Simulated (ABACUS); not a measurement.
# Na under changes of volume

One of the cells (39.256 Å³/atom); the others are scaled copies at fixed shape and fractional positions:

```
Na
1.0
    -2.14100    2.14100    2.14100
     2.14100   -2.14100    2.14100
     2.14100    2.14100   -2.14100
Na
1
Direct
  0.00000 0.00000 0.00000
```

- Program: ABACUS 3.10.1
- Functional: PBE
- Potentials or basis: PseudoDojo NC SR 0.4.1 PBE standard
- Cutoff: 1361 eV
- Density cutoff: 5442 eV
- Basis: DZP LCAO (the cutoffs set its grid)
- k mesh: 8 × 8 × 8
- Occupations: fermi-dirac, width 0.05 eV
- Spin: no spin polarisation

| volume (Å³/atom) | energy over the lowest point (meV/atom) | pressure (GPa) |
| --- | --- | --- |
| 36.901 | 0.15 | 0.1 |
| 37.686 | 0.00 | -0.1 |
| 38.471 | 1.01 | -0.2 |
| 39.256 | 2.46 | -0.4 |
| 40.041 | 4.76 | -0.5 |
| 40.827 | ? | ? |
| 41.612 | 11.18 | -0.8 |

Problem. What does the run at 40.827 Å³/atom give?

Solution. Energy over the lowest point 7.73 meV/atom; pressure -0.7 GPa.

Worked out: A Birch-Murnaghan fit of order 3 (a polynomial in V^(-2/3)) to the other rows has its minimum at 37.32 Å³/atom with B0 = V·E''(V) = 8.7 GPa and B' = 3.8. It gives 7.69 meV/atom at 40.827 Å³/atom, against the run's 7.73, and -dE/dV = -0.7 GPa, against -0.7.

Energies are extrapolated to zero smearing.

Caveats: the atomic orbitals were generated for these runs and aren't a published set; the basis of atomic orbitals isn't converged, which shifts pressures, moduli and gaps.
